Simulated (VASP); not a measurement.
Crystal: KF (Carobbiite).

```
CELL_PARAMETERS angstrom
0.00000 2.67185 2.67185
2.67185 0.00000 2.67185
2.67185 2.67185 0.00000
ATOMIC_POSITIONS crystal
K 0.00000 0.00000 0.00000
F 0.50000 0.50000 0.50000
```

Base run:

```yaml
Program: VASP 6.6.1
Functional: PBE
Potentials_or_basis: VASP PAW PBE potentials, release 64 (K_sv, F)
Cutoff: 520 eV
k_mesh: 9 × 9 × 9
Occupations: gaussian, width 0.02 eV
Spin: no spin polarisation
```

Its results: band gap on the k mesh 6.17 eV, direct; pressure 1.4 GPa.

Question: The run is repeated on the same cell with these changes: potentials or basis from VASP PAW PBE potentials, release 64 (K_sv, F) to VASP PAW PBE potentials, release 64 (K_pv, F); cutoff from 520 eV to 500 eV; further incar settings from ALGO = Normal; EDIFF = 1e-07; NBANDS = 15 to ALGO = Normal; EDIFF = 1e-06; valence electrons from 16 to 14. What comes out?

Answer: Band gap on the k mesh 6.14 eV, direct; pressure 2.3 GPa.

Caveats: an odd mesh through Γ misses points on the zone boundary, where band edges often lie.

Not every run made on this cell is shown here.
